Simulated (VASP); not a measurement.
**CdTe in VASP: one cell, several levels of theory**

Aim: gap, levels, forces and stress of zincblende CdTe, under +4.0 % strain along z alone at fixed geometry. Runs: PBE, r2SCAN. The results are then set beside those of Ansatz 0.2.0 for the same cell.

Code: VASP 6.6.1. PAW datasets, plane waves. No spin polarisation and no zero-point or thermal motion.

**1. The system as given**

The cell comes from an earlier relaxation with r2SCAN in another program, then strained, with the atoms relaxed again.

The symmetry is I-4m2 (No. 119, tetragonal); a = 4.639 Å, c = 6.822 Å in the conventional setting, 36.70 Å³ an atom. Near Cd stand 4 Te at 2.88 Å; near Te stand 4 Cd at 2.88 Å.

Coordinates:

```cif
data_structure
_symmetry_space_group_name_H-M 'I-4m2'
_symmetry_Int_Tables_number 119
_cell_length_a 4.6386
_cell_length_b 4.6386
_cell_length_c 6.8223
_cell_angle_alpha 90.000
_cell_angle_beta 90.000
_cell_angle_gamma 90.000
_cell_volume 146.79
loop_
_atom_site_label
_atom_site_type_symbol
_atom_site_symmetry_multiplicity
_atom_site_Wyckoff_symbol
_atom_site_fract_x
_atom_site_fract_y
_atom_site_fract_z
_atom_site_occupancy
Cd1 Cd 2 a 0.00000 0.00000 0.00000 1
Te1 Te 2 d 0.50000 0.00000 0.25000 1
```

**2. PBE**

Input file INCAR:

```
ENCUT = 520.000000
SIGMA = 0.020000
EDIFF = 1.00e-07
GGA = PE
PREC = Accurate
IBRION = -1
ISIF = 2
ISMEAR = -1
NBANDS = 16
NELM = 120
NSW = 0
LASPH = .TRUE.
LCHARG = .TRUE.
LELF = .TRUE.
LWAVE = .FALSE.
LREAL = .FALSE.
```

Input file KPOINTS:

```
KPOINTS created by Atomic Simulation Environment
0
Gamma
6 6 6
0 0 0
```

Input file KPOINTS_OPT:

```
special points
6
Reciprocal
0.0000000000 0.0000000000 0.0000000000 1
-0.5000000000 -0.5000000000 0.0000000000 1
-0.3750000000 -0.3750000000 0.2500000000 1
-0.3750000000 0.0000000000 0.3750000000 1
0.0000000000 0.0000000000 0.5000000000 1
-0.5000000000 -0.2500000000 0.2500000000 1
```

Input file POSCAR:

```
Cd Te
 1.0000000000000000
     0.0000000000000000    3.2799551162000000    3.4111533208000000
     3.2799551162000000    0.0000000000000000    3.4111533208000000
     3.2799551162000000    3.2799551162000000    0.0000000000000000
 Cd  Te
   1   1
Cartesian
  0.0000000000000000  0.0000000000000000  0.0000000000000000
  1.6399775581000000  1.6399775581000000  1.7055766604000004
```

The run uses the recommended PBE PAW datasets (18 valence electrons a neutral cell).

The run is started by

```sh
$ mpirun -np 1 vasp_std
```

**3. Single point with r2SCAN**

Input file INCAR:

```
ENCUT = 520.000000
SIGMA = 0.010000
EDIFF = 1.00e-07
ALGO = Normal
METAGGA = R2SCAN
PREC = Accurate
IBRION = -1
ISIF = 2
ISMEAR = 0
NBANDS = 16
NELM = 120
NSW = 0
LASPH = .TRUE.
LCHARG = .FALSE.
LWAVE = .FALSE.
LREAL = .FALSE.
```

KPOINTS is that of step 2.

KPOINTS_OPT is that of step 2.

POSCAR is that of step 2.

What does the calculation give? Wanted: for each run, gap; pressure; Ansatz: gap; Ansatz: pressure.

The runs gave:

| level | gap (eV) | pressure (GPa) | Ansatz: gap (eV) | Ansatz: pressure (GPa) |
| --- | --- | --- | --- | --- |
| PBE | 0.50 | -0.34 | 0.50 | -0.44 |
| r2SCAN | 0.98 | -1.40 | 0.99 | -1.49 |

The gap runs from 0.50 eV (PBE) to 0.98 eV (r2SCAN). Spin-orbit coupling is left out, though the cell holds Te (Z = 52); in an element this heavy it can shift bands and gaps by tenths of an eV. At this one volume the pressure spans -1.4 GPa (r2SCAN) to -0.3 GPa (PBE): PBE wants the largest cell and r2SCAN the smallest. The two programs agree on the gap within 0.02 eV, far less than the spread between functionals. Each program uses its own PAW datasets and cutoff. VASP's cell holds 18 valence electrons and Ansatz's 36.
